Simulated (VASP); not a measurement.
Wanted: the native input for a VASP 6.6.1 run.

```yaml
Task: relaxation of the atoms
Functional: PBE
Dispersion: D3
Potentials_or_basis: VASP PAW PBE potentials, release 64 (Mo_sv)
Cutoff: 520 eV
k_mesh: 11 × 11 × 1
Occupations: gaussian, width 0.05 eV
Spin: no spin polarisation
Dipole_correction: yes
Atoms_held_fixed_from_0: "[0, 1]"
Further_INCAR_settings: ALGO = Normal; EDIFF = 1e-06; IBRION = 2; EDIFFG = -0.02; NSW = 40
```

The structure of Mo lies in POSCAR:

```
Mo
1.0
    2.8496403282      0.0000000000      0.0000000000
   -1.4248201641      2.4678609159      0.0000000000
    0.0000000000      0.0000000000     24.3068863393
Mo
5
Selective dynamics
Direct
    0.6666666667      0.3333333333      0.3085545345  F F F
    0.3333333333      0.6666666667      0.4042772673  F F F
    0.0000000000      0.0000000000      0.5000000000  T T T
    0.6666666667      0.3333333333      0.5957227327  T T T
    0.3333333333      0.6666666667      0.6914454655  T T T
```

The slab is cut from a database's or a generator's crystal, which needn't be the stable form of the element.

The cell isn't the ideal one: the (1 1 1) slab of Mo, cut from the database cell, not relaxed.

The input as run:

INCAR

```
SYSTEM = Mo
PREC = Accurate ; ENCUT = 520
EDIFF = 1E-6 ; ISMEAR = 0
SIGMA = 0.05 ; LREAL = .False.
LASPH = .True. ; NELM = 100
ALGO = Normal ; ISIF = 2
LWAVE = .False. ; LCHARG = .False.
LDIPOL = .True. ; IDIPOL = 3
DIPOL = 0.5 0.5 0.500 ; GGA = PE
IVDW = 11 ; IBRION = 2
NSW = 40 ; EDIFFG = -0.02
```

KPOINTS

```
regular mesh
0
Gamma
  11 11 1
  0 0 0
```

Potentials or basis: VASP PAW PBE potentials, release 64 (Mo_sv).

The run is started by

```bash
$ cat potpaw_PBE.64/Mo_sv/POTCAR > POTCAR
$ mpirun -np 1 vasp_std > vasp.out
```

It gave:

```yaml
Energy_gained_by_relaxing: 15.9 meV/atom
Ionic_steps: 14
Band_gap_on_the_k_mesh: none (metal or under the smearing width)
Dispersion_energy_per_atom: -0.396 eV
```

It took 16 min on 1 thread of Intel(R) Xeon(R) 6975P-C (Granite Rapids), with other jobs on the host, peak memory 0.39 GiB.
